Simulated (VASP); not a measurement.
# GaSb (measured structure): a r²SCAN single-point calculation in VASP

INCAR

```
ALGO = Normal
LCHARG = .FALSE.
SIGMA = 0.02
IBRION = -1
PREC = Accurate
LWAVE = .FALSE.
NBANDS = 16
EDIFF = 1E-7
ENCUT = 520
METAGGA = R2SCAN
ISIF = 2
NELM = 120
LASPH = .TRUE.
NSW = 0
ISMEAR = -1
LREAL = .FALSE.
```

KPOINTS

```
KPOINTS created by Atomic Simulation Environment
0
Gamma
8 8 8
0 0 0
```

KPOINTS_OPT

```
special points
6
Reciprocal
0.0000000000 0.0000000000 0.0000000000 1
-0.5000000000 -0.5000000000 0.0000000000 1
-0.3750000000 -0.3750000000 0.2500000000 1
-0.3750000000 0.0000000000 0.3750000000 1
0.0000000000 0.0000000000 0.5000000000 1
-0.5000000000 -0.2500000000 0.2500000000 1
```

POSCAR

```
Ga Sb
 1.0000000000000000
    -0.0000000000000000    3.0658848221435004    3.0658848221435004
     3.0658848221435004    0.0000000000000000    3.0658848221435004
     3.0658848221435004    3.0658848221435004    0.0000000000000000
 Ga  Sb
   1   1
Cartesian
  0.0000000000000000 -0.0000000000000000  0.0000000000000000
  1.5329424110717502  1.5329424110717502  1.5329424110717502
```

VASP ran with the recommended PBE PAW datasets (18 valence electrons in the cell).

Command

```
mpirun -np 1 vasp_std
```

OSZICAR

```
N       E                     dE             d eps       ncg     rms          rms(c)
DAV:   1     0.541863753078E+02    0.54186E+02   -0.88099E+03   936   0.141E+03
DAV:   2    -0.325641128363E+02   -0.86750E+02   -0.83832E+02  1112   0.312E+02
DAV:   3    -0.393070738042E+02   -0.67430E+01   -0.67298E+01  1088   0.678E+01
DAV:   4    -0.394308687320E+02   -0.12379E+00   -0.12378E+00  1184   0.104E+01
DAV:   5    -0.394334435441E+02   -0.25748E-02   -0.25748E-02  1176   0.132E+00    0.288E+00
DAV:   6    -0.375998383709E+02    0.18336E+01   -0.33299E-01  1032   0.854E+00    0.200E+00
DAV:   7    -0.376000597622E+02   -0.22139E-03   -0.73514E-02  1112   0.303E+00    0.543E-01
DAV:   8    -0.376010287659E+02   -0.96900E-03   -0.62350E-03  1136   0.947E-01    0.178E-01
DAV:   9    -0.376008242127E+02    0.20455E-03   -0.55678E-03  1208   0.118E+00    0.633E-02
DAV:  10    -0.376006210214E+02    0.20319E-03   -0.50742E-04  1200   0.366E-01    0.263E-02
DAV:  11    -0.376006019275E+02    0.19094E-04   -0.13620E-04  1272   0.189E-01    0.582E-03
DAV:  12    -0.376006019766E+02   -0.49065E-07   -0.23391E-05  1176   0.782E-02    0.669E-03
DAV:  13    -0.376005984482E+02    0.35284E-05   -0.78720E-06  1232   0.500E-02    0.884E-04
DAV:  14    -0.376005986473E+02   -0.19905E-06   -0.54872E-07  1288   0.670E-03    0.497E-04
DAV:  15    -0.376005990087E+02   -0.36148E-06   -0.29712E-08   696   0.261E-03    0.274E-04
DAV:  16    -0.376005990212E+02   -0.12447E-07   -0.23694E-08   584   0.272E-03
   1 F= -.37600599E+02 E0= -.37600599E+02  d E =-.140750E-06
       N       E                     dE             ncg
DAV:   1     0.758264825369E+03   -0.35012E+04      200
DAV:   2     0.272165377879E+03   -0.48610E+03      232
DAV:   3     0.233618866756E+03   -0.38547E+02      216
DAV:   4     0.233001815343E+03   -0.61705E+00      256
DAV:   5     0.232986381445E+03   -0.15434E-01      248
DAV:   6     0.232985743937E+03   -0.63751E-03      288
DAV:   7     0.232985735258E+03   -0.86788E-05      272
DAV:   8     0.232985735223E+03   -0.35382E-07      232
```

From OUTCAR

```
k-points           NKPTS =     29   k-points in BZ     NKDIM =     29   number of bands    NBANDS=     16

   NELECT =      18.0000    total number of electrons

   dimension x,y,z NGX =    32 NGY =   32 NGZ =   32
   dimension x,y,z NGXF=    64 NGYF=   64 NGZF=   64

  energy-cutoff  :      520.00
  volume of cell :       57.64
      direct lattice vectors                 reciprocal lattice vectors
     0.000000000  3.065884822  3.065884822    -0.163085057  0.163085057  0.163085057
     3.065884822  0.000000000  3.065884822     0.163085057 -0.163085057  0.163085057
     3.065884822  3.065884822  0.000000000     0.163085057  0.163085057 -0.163085057

 k-points in reciprocal lattice and weights: KPOINTS created by Atomic Simulation Env
   0.00000000  0.00000000  0.00000000       0.002
   0.12500000  0.00000000  0.00000000       0.016
   0.25000000  0.00000000  0.00000000       0.016
   0.37500000  0.00000000  0.00000000       0.016
   0.50000000  0.00000000  0.00000000       0.008
   0.12500000  0.12500000  0.00000000       0.012
   0.25000000  0.12500000  0.00000000       0.047
   0.37500000  0.12500000  0.00000000       0.047
   ...

 E-fermi :   4.8266

 k-point     1 :       0.0000    0.0000    0.0000
  band No.  band energies     occupation
      1     -10.8692      2.00000
      2     -10.8692      2.00000
      3     -10.8692      2.00000
      4     -10.8132      2.00000
      5     -10.8132      2.00000
      6      -7.2668      2.00000
      7       4.6165      1.99995
      8       4.6165      1.99995
      9       4.6165      1.99995
     10       5.0147      0.00016
     11       7.5988      0.00000
     12       7.5989      0.00000
     13       7.5989      0.00000
     14      10.9603      0.00000
     15      13.6231      0.00000
     16      13.6231      0.00000

 k-point     2 :       0.1250    0.0000    0.0000
  band No.  band energies     occupation
      1     -10.8736      2.00000
      2     -10.8673      2.00000
      3     -10.8672      2.00000
      4     -10.8134      2.00000
      5     -10.8134      2.00000
      6      -7.0992      2.00000
      7       2.6486      2.00000
      8       4.3548      2.00000
      9       4.3548      2.00000
     10       5.9150      0.00000
     11       7.9587      0.00000
     12       7.9588      0.00000
     13       8.3315      0.00000
     14      11.7795      0.00000
     15      12.8528      0.00000
     16      12.8528      0.00000

 k-point     3 :       0.2500    0.0000    0.0000
  band No.  band energies     occupation
      1     -10.8840      2.00000
      2     -10.8629      2.00000
      3     -10.8629      2.00000
      4     -10.8136      2.00000
      5     -10.8136      2.00000
      6      -6.6219      2.00000
      7       0.5256      2.00000
      8       3.8877      2.00000
      9       3.8877      2.00000
     10       5.6908      0.00000
     11       8.5034      0.00000
     12       8.5035      0.00000
     13      10.2290      0.00000
     14      12.3337      0.00000
     15      12.6392      0.00000
     16      12.6392      0.00000

 k-point     4 :       0.3750    0.0000    0.0000
  band No.  band energies     occupation
      1     -10.8941      2.00000
      2     -10.8590      2.00000
      3     -10.8590      2.00000
      4     -10.8133      2.00000
      5     -10.8133      2.00000
      6      -5.9594      2.00000
      7      -1.1795      2.00000
      8       3.5380      2.00000
      9       3.5381      2.00000
     10       5.3938      0.00000
     11       8.6518      0.00000
     12       8.6518      0.00000
     13      11.6614      0.00000
     14      12.6483      0.00000
     15      13.6424      0.00000
     16      13.6424      0.00000

 k-point     5 :       0.5000    0.0000    0.0000
  band No.  band energies     occupation
      1     -10.8983      2.00000
      2     -10.8576      2.00000
      3     -10.8576      2.00000
      4     -10.8129      2.00000
      5     -10.8129      2.00000
      6      -5.5631      2.00000
      7      -1.9303      2.00000
      8       3.4136      2.00000
      9       3.4137      2.00000
     10       5.2844      0.00000
     11       8.6299      0.00000
     12       8.6300      0.00000
     13      11.5421      0.00000
     14      14.5515      0.00000
     15      15.0934      0.00000
     16      15.0934      0.00000

 k-point     6 :       0.1250    0.1250    0.0000
  band No.  band energies     occupation
      1     -10.8771      2.00000
      2     -10.8655      2.00000
      3     -10.8654      2.00000
      4     -10.8146      2.00000
      5     -10.8125      2.00000
      6      -7.0426      2.00000
      7       2.6155      2.00000
      8       3.9164      2.00000
      9       3.9164      2.00000
     10       6.5370      0.00000
     11       7.3737      0.00000
     12       8.5900      0.00000
     13       8.5900      0.00000
     14      11.8180      0.00000
     15      12.0499      0.00000
     16      13.8347      0.00000

 k-point     7 :       0.2500    0.1250    0.0000
  band No.  band energies     occupation
      1     -10.8858      2.00000
      2     -10.8618      2.00000
      3     -10.8610      2.00000
      4     -10.8159      2.00000
      5     -10.8121      2.00000
      6      -6.6648      2.00000
      7       0.9988      2.00000
      8       3.3932      2.00000
      9       3.4227      2.00000
     10       6.6589      0.00000
     11       7.6455      0.00000
     12       9.3266      0.00000
     13       9.5770      0.00000
     14      11.7718      0.00000
     15      13.1994      0.00000
     16      13.6517      0.00000

 k-point     8 :       0.3750    0.1250    0.0000
  band No.  band energies     occupation
      1     -10.8949      2.00000
      2     -10.8583      2.00000
      3     -10.8569      2.00000
      4     -10.8160      2.00000
      5     -10.8120      2.00000
      6      -6.0436      2.00000
      7      -0.7191      2.00000
      8       2.8060      2.00000
      9       3.1304      2.00000
     10       6.4835      0.00000
     11       8.2092      0.00000
     12       9.4972      0.00000
     13      10.2687      0.00000
     14      13.0502      0.00000
     15      13.5992      0.00000
     16      14.3458      0.00000

 k-point     9 :       0.5000    0.1250    0.0000
  band No.  band energies     occupation
      1     -10.9001      2.00000
      2     -10.8563      2.00000
      3     -10.8553      2.00000
      4     -10.8148      2.00000
      5     -10.8125      2.00000
      6      -5.4835      2.00000
      7      -1.8139      2.00000
      8       2.3952      2.00000
      9       3.1165      2.00000
     10       6.3115      0.00000
     11       8.4272      0.00000
     12       9.2614      0.00000
     13      11.6414      0.00000
     14      13.1428      0.00000
     15      14.8955      0.00000
     16      15.0988      0.00000

 k-point    10 :      -0.3750    0.1250    0.0000
  band No.  band energies     occupation
      1     -10.8985      2.00000
      2     -10.8566      2.00000
      3     -10.8563      2.00000
      4     -10.8139      2.00000
      5     -10.8135      2.00000
      6      -5.6285      2.00000
      7      -1.5559      2.00000
      8       2.2685      2.00000
      9       3.3771      2.00000
     10       6.3265      0.00000
     11       8.6401      0.00000
     12       8.9932      0.00000
     13      11.8086      0.00000
     14      13.1263      0.00000
     15      13.2376      0.00000
     16      14.8552      0.00000

 k-point    11 :      -0.2500    0.1250    0.0000
  band No.  band energies     occupation
      1     -10.8907      2.00000
      2     -10.8605      2.00000
      3     -10.8587      2.00000
      4     -10.8148      2.00000
      5     -10.8130      2.00000
      6      -6.2718      2.00000
      7      -0.1808      2.00000
      8       2.4915      2.00000
      9       3.8406      2.00000
     10       6.4993      0.00000
     11       8.6244      0.00000
     12       8.8048      0.00000
     13      10.3088      0.00000
     14      12.0289      0.00000
     15      13.1346      0.00000
     16      14.4784      0.00000

 k-point    12 :      -0.1250    0.1250    0.0000
  band No.  band energies     occupation
      1     -10.8806      2.00000
      2     -10.8651      2.00000
      3     -10.8630      2.00000
      4     -10.8145      2.00000
      5     -10.8129      2.00000
      6      -6.8266      2.00000
      7       1.4898      2.00000
      8       3.2059      2.00000
      9       4.3036      2.00000
     10       6.5006      0.00000
     11       8.0648      0.00000
     12       8.2156      0.00000
     13       9.4799      0.00000
     14      11.9909      0.00000
     15      12.7722      0.00000
     16      12.9019      0.00000

 ...

  Total        0.0354177      0.0354177      0.0354177     -0.0000000      0.0000000      0.0000000
  in kB        0.9845396      0.9845396      0.9845396     -0.0000000      0.0000000      0.0000000
  external PRESSURE =       0.9845396 kB  Pullay stress =       0.0000000 kB

 POSITION                                       TOTAL-FORCE (eV/Angst)
 -----------------------------------------------------------------------------------
      0.00000      0.00000      0.00000         0.000000      0.000000     -0.000000
      1.53294      1.53294      1.53294        -0.000000     -0.000000      0.000000
 -----------------------------------------------------------------------------------
    total drift:                               -0.000002     -0.000002     -0.000002

  FREE ENERGIE OF THE ION-ELECTRON SYSTEM (eV)
  ---------------------------------------------------
  free  energy   TOTEN  =       -37.6005990212 eV

  energy  without entropy=      -37.6005988804  energy(sigma->0) =      -37.60059895
```

| Property | Result |
| --- | --- |
| gap between bands v and c | 0.40 eV |
| least direct gap | 0.40 eV |
| pressure | 0.1 GPa |

Band v is the last that the valence electrons fill when counted band by band, and c is the next.

The run took about 59 s on one core of a shared host (Intel Xeon Platinum 8488C) and held 0.2 GiB at most.
